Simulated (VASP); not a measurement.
# ZrO: convergence, ionisation energy of a molecule

ZrO, molecule in box, 2 atoms in the cell. PBE0; PAW potentials O, Zr_sv (PBE set). VASP 6.6.1.

Wanted: vertical ionisation energy within 0.03 eV.

Starting geometry: molecule relaxed first with PBE.

POSCAR:
```
ZrO
1.0
   11.7200000000      0.0000000000      0.0000000000
    0.0000000000     11.7200000000      0.0000000000
    0.0000000000      0.0000000000     11.7200000000
O Zr
1 1
Direct
    0.5000000003      0.5000000001      0.4265378016
    0.4999999997      0.4999999999      0.5734621984
```

## Vacuum between images (Å)

| Vacuum between images (Å) | Vertical ionisation energy (eV) | Time (s) |
|---|---|---|
| 4 | 7.538 | 142 |
| 6 | 6.690 | 340 |
| 8 | 6.517 | 477 |
| 10 | 6.482 | 813 |
| 13 (reference) | 6.475 | 1448 |

## Question

The rows run from the loosest to the tightest. For each series: choose the loosest value from which every tighter one stays within half of the tolerance.

## Answer

- vacuum between images (Å): 10

## The input

INCAR.step1:
```
SYSTEM = ZrO
PREC = Accurate ; ENCUT = 525
EDIFF = 1E-6 ; ISMEAR = 0
SIGMA = 0.01 ; LREAL = .FALSE.
LASPH = .TRUE. ; ALGO = All
NELM = 120 ; LWAVE = .FALSE.
LCHARG = .FALSE. ; GGA = PE
LHFCALC = .TRUE. ; AEXX = 0.25
ISYM = 0 ; PRECFOCK = Fast
ISEARCH = 1 ; HFRCUT = -1
IDIPOL = 4 ; DIPOL = 0.5 0.5 0.5
LDIPOL = .TRUE.
```

INCAR.step2, as INCAR.step1 but for:
```
- NELM = 120
+ NELM = 200
+ ISPIN = 2
+ MAGMOM = 0.50 0.50
+ NUPDOWN = 1
+ NELECT = 17.0
```

KPOINTS:
```
Automatic mesh
0
Gamma
  1 1 1
  0 0 0
```

Commands (each step's output is kept before the next begins):
```
cat potpaw_PBE.64/O/POTCAR potpaw_PBE.64/Zr_sv/POTCAR > POTCAR
cp INCAR.step1 INCAR
mpirun -np 4 vasp_gam > vasp.out
rm WAVECAR CHG
cp INCAR.step2 INCAR
mpirun -np 4 vasp_gam > vasp.out
```

The chosen input took VASP 6.6.1 813 s on 4 cores (Intel Xeon Platinum 8259CL @ 2.50GHz (Skylake/Cascade Lake)), a shared host.

## An input that fails: electron added where one should be taken

It runs to its end, but against the unchanged starting input it is off by 7.958 eV in the vertical ionisation energy.

Changes against the starting input:
```
(step 2)
- NELECT = 17.0
+ NELECT = 19.0
```
